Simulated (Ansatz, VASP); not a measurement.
## One calculation of LiCl, two programs

INCAR

```
SYSTEM = LiCl
  PREC = Accurate
  ENCUT = 520
  EDIFF = 1E-7
  ISMEAR = -1
  SIGMA = 0.05
  LREAL = .FALSE.
  LASPH = .TRUE.
  NELM = 60
  ALGO = Normal
  ISIF = 2
  LWAVE = .FALSE.
  LCHARG = .FALSE.
  GGA = PE
  NBANDS = 12
```

KPOINTS

```
regular mesh
0
G
  9 9 9
  0 0 0
```

The input POSCAR:

```
LiCl
1.0
    0.0000000000      2.5985208441      2.5985208441
    2.5985208441      0.0000000000      2.5985208441
    2.5985208441      2.5985208441      0.0000000000
Cl Li
1 1
Direct
    0.5000000000      0.5000000000      0.5000000000
    0.0000000000      0.0000000000      0.0000000000
```

input.yaml

```yaml
crystal:
  lattice:
    - [0.0, 2.5985208441, 2.5985208441]
    - [2.5985208441, 0.0, 2.5985208441]
    - [2.5985208441, 2.5985208441, 0.0]
  atoms:
    - { symbol: Cl, position: [0.5, 0.5, 0.5] }
    - { symbol: Li, position: [0.0, 0.0, 0.0] }
hamiltonian:
  xc: pbe
  pseudopotentials: { kind: paw }
kpoints:
  mp_grid: { grid: [9, 9, 9] }
scf:
  occupations: { method: fermi_dirac, width: 0.05 }
output:
  forces: true
  stress: true
  eigenvalues: true
  write_density: true
  write_potential: true
  elf: true
  volumetric_format: npy
```

Change from the starting cell: volume scaled by 1.04.

Alike in both runs: task single point; functional PBE; k mesh 9 × 9 × 9; occupations fermi-dirac, width 0.05 eV; no spin polarisation.

|  | VASP | Ansatz |
| --- | --- | --- |
| version | VASP 6.6.1 | Ansatz 0.2.0 |
| potentials or method | VASP PAW PBE potentials, release 64 (Cl, Li_sv) | Ansatz PAW |
| plane-wave cutoff (eV) | 520 | 420 |
| valence electrons in the cell | 10 | 10 |

Ansatz gave:

```
gap on the k mesh at the Fermi level (eV) : 6.11
least direct gap on the mesh (eV)         : 6.11
```

Estimate VASP's values.

gap on the k mesh at the Fermi level (eV): 6.12; least direct gap on the mesh (eV): 6.12.

The functional is the same, so the differences come from potentials, cutoffs and numerics.

Caveats: an odd mesh through Γ misses points on the zone boundary, where band edges often lie (VASP); odd divisions of the mesh miss points on the zone boundary, where band edges often lie, so the gap on the mesh can be too wide (Ansatz).
